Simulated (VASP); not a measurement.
Here is a VASP 6.6.1 calculation.

File POSCAR:

```
LiF
1.0
    3.0810126371      0.0000000000      0.0000000000
   -1.5405063186      2.6682352131      0.0000000000
    0.0000000000      0.0000000000      4.7853429675
Li F
2 2
Direct
    0.3333333333      0.6666666667     -0.0074305300
    0.6666666667      0.3333333333      0.4925694700
    0.3333333333      0.6666666667      0.3824305300
    0.6666666667      0.3333333333      0.8824305300
```

File INCAR.step1:

```
SYSTEM = LiF
ALGO     = Normal         ! electronic algorithm
EDIFF    = 1E-5           ! SCF threshold, eV
ENCUT    = 520            ! plane-wave cutoff, eV
GGA      = PE             ! functional
ISIF     = 2              ! what is computed and relaxed
ISMEAR   = 0              ! smearing method
LASPH    = .TRUE.         ! aspherical terms in the spheres
LCHARG   = .FALSE.        ! write CHGCAR
LREAL    = .FALSE.        ! projectors in reciprocal space
LWAVE    = .TRUE.         ! write WAVECAR
NBANDS   = 18             ! bands
NELM     = 80             ! most SCF steps
PREC     = Accurate       ! precision mode
SIGMA    = 0.01           ! smearing width, eV
```

File INCAR.step2:

```
SYSTEM = LiF
ALGO     = Normal         ! electronic algorithm
EDIFF    = 1E-6           ! SCF threshold, eV
ENCUT    = 520            ! plane-wave cutoff, eV
GGA      = PE             ! functional
HFSCREEN = 0.2079         ! screening, 1/A
ISIF     = 2              ! what is computed and relaxed
ISMEAR   = 0              ! smearing method
ISTART   = 1            
LASPH    = .TRUE.         ! aspherical terms in the spheres
LCHARG   = .FALSE.        ! write CHGCAR
LHFCALC  = .TRUE.         ! exact exchange
LREAL    = .FALSE.        ! projectors in reciprocal space
LWAVE    = .FALSE.        ! write WAVECAR
NBANDS   = 18             ! bands
NELM     = 80             ! most SCF steps
PREC     = Accurate       ! precision mode
PRECFOCK = Normal       
SIGMA    = 0.01           ! smearing width, eV
```

The input KPOINTS:

```
k-points
0
G
  6 6 4
  0 0 0
```

Potentials or basis: VASP PAW PBE potentials, release 64 (Li_sv, F).

Launch:

```console
$ cat potpaw_PBE.64/Li_sv/POTCAR potpaw_PBE.64/F/POTCAR > POTCAR
$ cp INCAR.step1 INCAR
$ mpirun -np 1 vasp_std > vasp.out
$ cp INCAR.step2 INCAR
$ mpirun -np 1 vasp_std > vasp.out
```

Question: What does it give for the largest force?

Answer: 0.004 eV/Å.

Question: What does it give for the band gap on the k mesh?

Answer: 10.00 eV, direct.

Forces on the atoms (eV/Å):
```
Li   0.000  0.000  0.004
Li   0.000  0.000  0.004
F    0.000  0.000 -0.004
F    0.000  0.000 -0.004
```

Caveat: the PAW data sets were made with another functional, which shifts forces and pressure a little. A k mesh can miss the band edges.
